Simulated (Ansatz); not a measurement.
How much do the gradients of SiO2 depend on the method?

Cell: a structure deposited in the COD whose atoms were relaxed with PBE, the cell held.

```cif
data_SiO2
_symmetry_space_group_name_H-M 'P4_12_12'
_symmetry_Int_Tables_number 92
_cell_length_a 4.9820
_cell_length_b 4.9820
_cell_length_c 6.9630
_cell_angle_alpha 90.000
_cell_angle_beta 90.000
_cell_angle_gamma 90.000
loop_
_atom_site_label
_atom_site_type_symbol
_atom_site_symmetry_multiplicity
_atom_site_Wyckoff_symbol
_atom_site_fract_x
_atom_site_fract_y
_atom_site_fract_z
Si Si 4 a 0.3039 0.3039 0.0000
O O 8 b 0.2373 0.1140 0.1837
```

One atom of each set is listed.

First run. Computed with Ansatz: DFT, PBE, plane waves and PAW, scalar-relativistic, 420 eV cutoff, Γ-centred 5×5×4 k-points, Fermi–Dirac smearing 0.02 eV.

| site | V_zz (10²¹ V/m²) | η |
| --- | --- | --- |
| Si | -0.38 | 0.74 |
| O | 9.50 | 0.18 |

Second run. The same atoms and settings, except that the functional is r2SCAN and the cutoff is 500 eV.

Q: What does the second run give?

A: 

| site | V_zz | η | change of V_zz |
| --- | --- | --- | --- |
| Si | -0.38 | 0.69 | 0.00 |
| O | 9.38 | 0.18 | -0.12 |

The largest change of V_zz is on O, from 9.50 to 9.38. In per cent, |V_zz| changes by -1 on O (all sites that start above 0.5).

For the second run: The largest force is 0.3 eV/Å, so the atoms aren't at the calculated equilibrium and relaxing them would move these values.
